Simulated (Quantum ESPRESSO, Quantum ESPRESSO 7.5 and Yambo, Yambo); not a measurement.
## A GW chain in Yambo: AlN (P6_3mc)

Aim: the G0W0 gap of AlN (P6_3mc) on PBE, step by step.

Main program and level: Quantum ESPRESSO 7.5 and Yambo 5.3.0; PBE and many-body steps on it, plane waves.

Report form: the programs' logs are mostly left out.

The database entry behind the starting cell differs from later determinations by our own check (inner coordinate u about 0.002 short), so it need not match the best structure at ambient conditions.

### Step 1. Set-up

Symmetry: P6_3mc, No. 186, hexagonal system. The conventional cell has a = 3.113 Å, b = 3.113 Å, c = 4.981 Å, α = 90.00°, β = 90.00°, γ = 120.00°. Nearest to Al lie 4 N at 1.89 Å. N has 4 Al at 1.89 Å nearest. Farther neighbours and most contacts between anions are not listed.

The cell and positions come from the Crystallography Open Database and are kept as given unless a step says otherwise.

### Step 2. Ground state

This step: Quantum ESPRESSO 7.5; DFT, PBE, plane waves, norm-conserving pseudopotentials.

The ground-state density comes first.

The input, pw.in:

```
&control
  calculation = 'scf'
  prefix = 'x'
  outdir = 'o'
  pseudo_dir = 'pseudo'
/
&system
  ibrav = 0
  nat = 4
  ntyp = 2
  ecutwfc = 72.0
  nbnd = 14
  force_symmorphic = .true.
/
&electrons
  conv_thr = 1e-10
  electron_maxstep = 80
  mixing_beta = 0.5
/
ATOMIC_SPECIES
  Al 26.982 Al.upf
  N 14.007 N.upf
CELL_PARAMETERS angstrom
  3.1130000000 -0.0000000000 0.0000000000
  -1.5565000000 2.6959370820 0.0000000000
  0.0000000000 0.0000000000 4.9810000000
ATOMIC_POSITIONS crystal
  Al 0.3333333333 0.6666666667 0.0000000000
  Al 0.6666666667 0.3333333333 0.5000000000
  N 0.3333333333 0.6666666667 0.3800000000
  N 0.6666666667 0.3333333333 0.8800000000
K_POINTS automatic
  6 6 4 0 0 0
```

Launch:

```sh
> OMP_NUM_THREADS=1 mpirun -n 4 pw.x -nk 4 -in pw.in > pw.out
```

It took 5.6 s on 4 MPI ranks of Arm Neoverse V1, shared host; peak memory 0.24 GiB; 22 s of CPU time.

Numbers from this step:

```
total energy               : -696.2909 eV
gap                        : 4.220 eV
k of the valence top       : 0, 0, 0
k of the conduction bottom : 0, 0, 0
least direct gap           : 4.220 eV
```

The gap is direct, at Γ.

### Step 3. Bands along the symmetry lines

Levels along a band path, at the cheap level, show where the edges lie and whether the meshes to come will hold them.

The input, pw.in:

```
&control
  calculation = 'bands'
  prefix = 'x'
  outdir = 'o'
  pseudo_dir = 'pseudo'
/
&system
  ibrav = 0
  nat = 4
  ntyp = 2
  ecutwfc = 72.0
  nbnd = 14
  force_symmorphic = .true.
/
&electrons
  conv_thr = 1e-9
  electron_maxstep = 80
  diago_full_acc = .true.
  diago_thr_init = 5e-6
/
ATOMIC_SPECIES
  Al 26.982 Al.upf
  N 14.007 N.upf
CELL_PARAMETERS angstrom
  3.1130000000 -0.0000000000 0.0000000000
  -1.5565000000 2.6959370820 0.0000000000
  0.0000000000 0.0000000000 4.9810000000
ATOMIC_POSITIONS crystal
  Al 0.3333333333 0.6666666667 0.0000000000
  Al 0.6666666667 0.3333333333 0.5000000000
  N 0.3333333333 0.6666666667 0.3800000000
  N 0.6666666667 0.3333333333 0.8800000000
K_POINTS crystal
  75
  0.00000000 0.00000000 0.00000000 1
  0.06250000 0.00000000 0.00000000 1
  0.12500000 0.00000000 0.00000000 1
  0.18750000 0.00000000 0.00000000 1
  0.25000000 0.00000000 0.00000000 1
  0.31250000 0.00000000 0.00000000 1
  0.37500000 0.00000000 0.00000000 1
  0.43750000 0.00000000 0.00000000 1
  0.50000000 0.00000000 0.00000000 1
  0.47916667 0.04166667 0.00000000 1
  0.45833333 0.08333333 0.00000000 1
  0.43750000 0.12500000 0.00000000 1
  0.41666666 0.16666666 0.00000000 1
  0.39583333 0.20833333 0.00000000 1
  0.37500000 0.25000000 0.00000000 1
  0.35416666 0.29166666 0.00000000 1
  0.33333333 0.33333333 0.00000000 1
  0.29166666 0.29166666 0.00000000 1
  0.25000000 0.25000000 0.00000000 1
  0.20833333 0.20833333 0.00000000 1
  0.16666666 0.16666666 0.00000000 1
  0.12500000 0.12500000 0.00000000 1
  0.08333333 0.08333333 0.00000000 1
  0.04166667 0.04166667 0.00000000 1
  0.00000000 0.00000000 0.00000000 1
  0.00000000 0.00000000 0.06250000 1
  0.00000000 0.00000000 0.12500000 1
  0.00000000 0.00000000 0.18750000 1
  0.00000000 0.00000000 0.25000000 1
  0.00000000 0.00000000 0.31250000 1
  0.00000000 0.00000000 0.37500000 1
  0.00000000 0.00000000 0.43750000 1
  0.00000000 0.00000000 0.50000000 1
  0.06250000 0.00000000 0.50000000 1
  0.12500000 0.00000000 0.50000000 1
  0.18750000 0.00000000 0.50000000 1
  0.25000000 0.00000000 0.50000000 1
  0.31250000 0.00000000 0.50000000 1
  0.37500000 0.00000000 0.50000000 1
  0.43750000 0.00000000 0.50000000 1
  0.50000000 0.00000000 0.50000000 1
  0.47916667 0.04166667 0.50000000 1
  0.45833333 0.08333333 0.50000000 1
  0.43750000 0.12500000 0.50000000 1
  0.41666666 0.16666666 0.50000000 1
  0.39583333 0.20833333 0.50000000 1
  0.37500000 0.25000000 0.50000000 1
  0.35416666 0.29166666 0.50000000 1
  0.33333333 0.33333333 0.50000000 1
  0.29166666 0.29166666 0.50000000 1
  0.25000000 0.25000000 0.50000000 1
  0.20833333 0.20833333 0.50000000 1
  0.16666666 0.16666666 0.50000000 1
  0.12500000 0.12500000 0.50000000 1
  0.08333333 0.08333333 0.50000000 1
  0.04166667 0.04166667 0.50000000 1
  0.00000000 0.00000000 0.50000000 1
  0.50000000 0.00000000 0.50000000 1
  0.50000000 0.00000000 0.43750000 1
  0.50000000 0.00000000 0.37500000 1
  0.50000000 0.00000000 0.31250000 1
  0.50000000 0.00000000 0.25000000 1
  0.50000000 0.00000000 0.18750000 1
  0.50000000 0.00000000 0.12500000 1
  0.50000000 0.00000000 0.06250000 1
  0.50000000 0.00000000 0.00000000 1
  0.33333333 0.33333333 0.50000000 1
  0.33333333 0.33333333 0.43750000 1
  0.33333333 0.33333333 0.37500000 1
  0.33333333 0.33333333 0.31250000 1
  0.33333333 0.33333333 0.25000000 1
  0.33333333 0.33333333 0.18750000 1
  0.33333333 0.33333333 0.12500000 1
  0.33333333 0.33333333 0.06250000 1
  0.33333333 0.33333333 0.00000000 1
```

It took 4.5 s on 4 MPI ranks; peak memory 0.2 GiB.

Numbers from this step:

```
gap                        : 4.221 eV
k of the valence top       : 0, 0, 0
k of the conduction bottom : 0, 0, 0
least direct gap           : 4.221 eV
```

The gap is 4.221 eV, as in the run before at this level.

The electronic bands at the labelled points (eV, zero at the top of the highest filled band; v1 is the highest filled band, c1 the lowest empty one):

```
    point     v4     v3     v2     v1    c1    c2     c3     c4
        Γ  -0.83  -0.18  -0.18   0.00  4.22  6.68  10.59  11.19
  halfway  -2.43  -1.54  -0.44  -0.38  6.21  7.63   8.10  10.04
        M  -3.33  -2.06  -1.77  -0.66  5.83  5.84   8.21  10.30
  halfway  -3.08  -2.97  -1.86  -1.49  5.54  7.17   8.88  10.08
        K  -3.75  -2.42  -2.37  -2.37  5.07  8.38   9.70   9.70
  halfway  -3.35  -1.67  -0.86  -0.59  6.85  7.48   8.57   9.14
        Γ  -0.83  -0.18  -0.18   0.00  4.22  6.68  10.59  11.19
  halfway  -0.74  -0.74  -0.28  -0.28  5.17  6.79  10.27  11.16
        A  -0.51  -0.51  -0.51  -0.51  6.47  6.47  10.35  10.35
  halfway  -1.58  -1.58  -1.01  -1.01  6.55  6.55   9.52   9.52
        L  -1.44  -1.44  -1.35  -1.35  5.34  5.34   9.32   9.32
  halfway  -2.72  -2.72  -0.92  -0.92  6.19  6.19   9.25   9.25
        H  -3.83  -3.83  -0.78  -0.78  7.44  7.44   7.88   7.88
  halfway  -1.80  -1.80  -1.20  -1.20  6.74  6.74   9.49   9.49
        A  -0.51  -0.51  -0.51  -0.51  6.47  6.47  10.35  10.35
jump to L  -1.44  -1.44  -1.35  -1.35  5.34  5.34   9.32   9.32
  halfway  -2.55  -1.89  -1.19  -0.91  5.09  5.93   9.37   9.47
        M  -3.33  -2.06  -1.77  -0.66  5.83  5.84   8.21  10.30
jump to H  -3.83  -3.83  -0.78  -0.78  7.44  7.44   7.88   7.88
  halfway  -4.41  -2.91  -1.46  -1.46  5.91  8.23   8.70   8.70
        K  -3.75  -2.42  -2.37  -2.37  5.07  8.38   9.70   9.70
```

### Step 4. Empty states on the mesh, 3×3×4 mesh, 501 bands

The sums over transitions need many empty states on a uniform mesh; this step solves for them.

The input, pw.in:

```
&control
  calculation = 'nscf'
  prefix = 'x'
  outdir = 'o'
  pseudo_dir = 'pseudo'
/
&system
  ibrav = 0
  nat = 4
  ntyp = 2
  ecutwfc = 72.0
  nbnd = 501
  force_symmorphic = .true.
/
&electrons
  conv_thr = 1e-9
  electron_maxstep = 80
  diago_full_acc = .true.
  diago_thr_init = 5e-6
/
ATOMIC_SPECIES
  Al 26.982 Al.upf
  N 14.007 N.upf
CELL_PARAMETERS angstrom
  3.1130000000 -0.0000000000 0.0000000000
  -1.5565000000 2.6959370820 0.0000000000
  0.0000000000 0.0000000000 4.9810000000
ATOMIC_POSITIONS crystal
  Al 0.3333333333 0.6666666667 0.0000000000
  Al 0.6666666667 0.3333333333 0.5000000000
  N 0.3333333333 0.6666666667 0.3800000000
  N 0.6666666667 0.3333333333 0.8800000000
K_POINTS automatic
  3 3 4 0 0 0
```

Wall time 86 s (4 MPI ranks); peak memory 0.82 GiB.

This step gave:

```yaml
gap: 4.221 eV
k_of_the_valence_top: 0, 0, 0
k_of_the_conduction_bottom: 0, 0, 0
least_direct_gap: 4.221 eV
k_points_computed: 10
lowest_point_of_the_top_converged_band_above_the_valence_top: 281.1048 eV
```

On this mesh the gap is 4.221 eV.

### Step 5. Conversion and set-up

This step: Yambo 5.3.0; conversion and set-up on PBE, plane waves, norm-conserving pseudopotentials.

The states are converted to the many-body program's format and the q mesh is built.

Launch:

```sh
> (cd o/x.save; p2y > p2y.log; mv SAVE ../..); yambo > setup.log
```

The job ended after 2.2 s (1 MPI rank; peak memory 0.23 GiB).

### Step 6. Screening and self-energy, 3×3×4 mesh, 501 bands, screening to 353.7 eV

G0W0 replaces the xc potential by the self-energy, built once from these orbitals. Only a window of levels is corrected, while the sums run over the empty bands that the input names.

This step: G0W0 on PBE, plane waves, norm-conserving pseudopotentials.

The input, gw3.in:

```
HF_and_locXC
gw0
dyson
ppa
em1d
rim_cut
RandQpts= 1000000
RandGvec= 1 RL
EXXRLvcs= 72 Ry
VXCRLvcs= 288 Ry
Chimod= "HARTREE"
% BndsRnXp
 1 | 501 |
%
NGsBlkXp= 26 Ry
% LongDrXp
 1 | 1 | 1 |
%
% GbndRnge
 1 | 501 |
%
DysSolver= "n"
ExtendOut
PPAPntXp= 27.21138 eV
% QPkrange
 1 | 1 | 7 | 10 |
%
```

Launch:

```sh
> OMP_NUM_THREADS=1 mpirun -n 4 yambo -F gw3.in -J gw3 -C gw3 > gw3.log
```

It took 12 min on 4 MPI ranks; peak memory 2.4 GiB; 47 min of CPU time.

This step gave:

* G0W0 gap on the points computed: 5.655 eV
* starting gap on the mesh: 4.221 eV
* k of the valence top: 0, 0, 0
* k of the conduction bottom: 0, 0, 0
* least direct G0W0 gap on the computed points: 5.655 eV
* Z at the valence top: 0.7910
* Z at the conduction bottom: 0.8181

The gap on the mesh goes from 4.22 eV to 5.65 eV, a correction of +1.43 eV.

Limits: finite bands, cutoff and mesh; coarse k mesh. v1 is the top filled band, c1 the lowest empty one. Levels before and after the correction, in eV, zero at the valence-band top of each column:

```
           conduction bottom  valence top
Kohn-Sham               4.22         0.00
     G0W0               5.65         0.00
```

```
           level  energy (eV)
Kohn-Sham   Γ v2       -0.180
Kohn-Sham   Γ v1        0.000
Kohn-Sham   Γ c1        4.221
Kohn-Sham   Γ c2        6.676
     G0W0   Γ v2       -0.261
     G0W0   Γ v1        0.000
     G0W0   Γ c1        5.655
     G0W0   Γ c2        8.194
```

### Step 7. Where the time went

Times are wall times on the hardware named with each run, good to a factor of about two.

```
                          step    time  share  memory (GiB)
                  ground state   5.6 s    1 %          0.24
bands along the symmetry lines   4.5 s    1 %           0.2
      empty states on the mesh    86 s   11 %          0.82
         conversion and set-up   2.2 s    0 %          0.23
     screening and self-energy  12 min   88 %           2.4
```

### Step 8. Outcome

| Quantity | Value |
| --- | --- |
| PBE gap | 4.22 eV, direct |
| G0W0 gap on the mesh | 5.65 eV |
| GW settings | 3×3×4 mesh, 501 bands, screening to 353.7 eV, Godby-Needs plasmon pole |
| known limits | not at the basis limit; coarse k mesh |

**Reading.** G0W0 moves the gap on the mesh from 4.22 eV to 5.65 eV (+1.43 eV), with Z of 0.79 and 0.82 at the edges. Only 1 of the mesh's irreducible points was corrected, so a valley elsewhere could overtake. The dearest step here is «screening and self-energy». Bands and cutoff are finite, so the gap is not at the basis limit. The miss can reach some tenths of an eV and take either sign; the mesh is an error of its own. In the G0W0 run levels were corrected at 1 k point alone, so a gap called «on the mesh» is the least over those, and an edge elsewhere would be missed. The 3×3×4 mesh is coarse for this cell, which bears on the long-range parts of exchange and screening.

[Paths, hosts, dates, memory and timing lines, banners, echoed tables and standing remarks are left out of the program output.]

[Logs are printed without paths, hosts, clocks, repeated set-up lines and the standing remarks that a program may print on its own settings, such as how far it seeks lower states.]

[Runs of the session that timed out or met a known fault of the program may be left out.]

[Hosts, paths, dates, database ids (printed as entryN), source tags and the programs' standing remarks are cut or masked in the printed files.]
